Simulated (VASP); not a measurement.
Crystal: HfS2.

```
CELL_PARAMETERS angstrom
3.59936 0.00000 0.00000
-1.79968 3.11714 0.00000
0.00000 0.00000 5.76533
ATOMIC_POSITIONS crystal
Hf 0.00000 0.00000 0.00000
S 0.66667 0.33333 0.74789
S 0.33333 0.66667 0.25211
```

The cell is a database's computed one.

Program: VASP 6.6.1. Alike in all runs: potentials or basis VASP PAW PBE potentials, release 64 (Hf_pv, S); no spin polarisation; cell as given; cutoff (eV) 520; smearing gaussian 0.03 eV. Hardware: 2 MPI ranks on AMD EPYC 7R13 Processor (Zen 3), with other jobs on the host.

Question: Order these runs on this cell by their wall time, lowest first.
A. task band structure; level r2SCAN; k mesh 9 × 9 × 5
B. task optical spectrum; level PBE; k mesh 9 × 9 × 5
C. task dielectric tensor; level PBE; k mesh 15 × 15 × 7; monkhorst-Pack mesh no

Answer: B (68 s), A (530 s), C (1400 s).

Caveats: spectra need much finer meshes, so this one isn't converged (some runs); independent-particle spectra lack excitons (some runs).
